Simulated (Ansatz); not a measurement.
# A series in volume per atom on CdO

Results calculated with Ansatz 0.2.0, not measured. Periodic Kohn-Sham DFT of a crystal at fixed atoms; pressure and stress are positive in compression; the energy is the free energy less that of spherical unpolarised free atoms; site moments are those in the method's own spheres, positive along +z.

Cell of the first row (space group Fm-3m, No. 225):
```
CdO
1.0
      0.0000     2.3006     2.3006
      2.3006     0.0000     2.3006
      2.3006     2.3006     0.0000
Cd O
1 1
Direct
  0.00000 0.00000 0.00000
  0.50000 0.50000 0.50000
```

Settings of every row: method all-electron LAPW; functional PBE; relativity scalar; k mesh 11x11x11; filling fermi-dirac; smearing width 0.01 eV; basis error target 0.5 meV/atom; nucleus gaussian.

Atom start moment: 0 on all atoms.

| row | volume per atom (Å³) | energy less free atoms (eV/atom) | pressure (GPa) |
| --- | --- | --- | --- |
| 1 | 12.177 | -3.8217 | 17.318 |
| 2 | 12.559 | -3.8557 | 11.421 |
| 3 | 12.947 | -3.8771 | 6.342 |
| 4 | 13.336 | ? | ? |
| 5 | 13.724 | -3.8875 | -1.598 |

Question: what energy less free atoms and pressure should row 4 give?

Worked fit of energy less free atoms. Take u = (V_r/V)^(2/3) − 1 with V_r = 12.753 Å³ an atom, which is twice the finite (Eulerian) strain; such expansions in the strain, on which the Birch-Murnaghan equation of state is built, carry the rest volume and the bulk modulus. The shown rows have u = 0.03129, 0.01027, -0.01001, -0.04774. Least squares give energy less free atoms = −3.86792 + 1.0545 × u + 13.499 × u² eV/atom; a straight line predicts inner rows, each left out in turn, worse (root mean square 0.013 against 6.3e-05 eV/atom). All shown rows lie on it to the printed digit. Its lowest point lies at u = -0.0391, or V = 13.54 Å³ an atom, and the curvature there gives the bulk modulus at fixed shape and fractions, B = (4/9)(1 + u)² E″(u)/V = 131 GPa. The withheld row has u = -0.02936, so the fit gives −3.86792 + 1.0545 × (-0.02936) + 13.499 × (-0.02936)² = -3.8872 eV/atom.

The calculation gave -3.8871 eV/atom. The fit lies 0.0001 eV/atom (0.15 % of the column's range) below it, one unit of the last digit.

Worked fit of pressure. Take u = (V_r/V)^(2/3) − 1 with V_r = 12.753 Å³ an atom, which is twice the finite (Eulerian) strain; such expansions in the strain, on which the Birch-Murnaghan equation of state is built, carry the rest volume and the bulk modulus. The shown rows have u = 0.03129, 0.01027, -0.01001, -0.04774. Least squares give pressure = 8.7773 + 250.873 × u + 703.05 × u² GPa; a straight line predicts inner rows, each left out in turn, worse (root mean square 0.69 against 0.014 GPa). The rows lie off it by 0.003, -0.007, 0.005, -0.001 (root mean square 0.0046 GPa). The pressure vanishes at u = -0.0393, or V = 13.54 Å³ an atom, and there the bulk modulus at fixed shape and fractions is B = −V dP/dV = (2/3)(1 + u) dP/du = 125 GPa. The withheld row has u = -0.02936, so the fit gives 8.7773 + 250.873 × (-0.02936) + 703.05 × (-0.02936)² = 2.018 GPa.

The calculation gave 2.043 GPa. The fit lies 0.025 GPa (1.2 % of the value, 0.13 % of the column's range) below it; its largest miss of a shown row is 0.007 GPa.
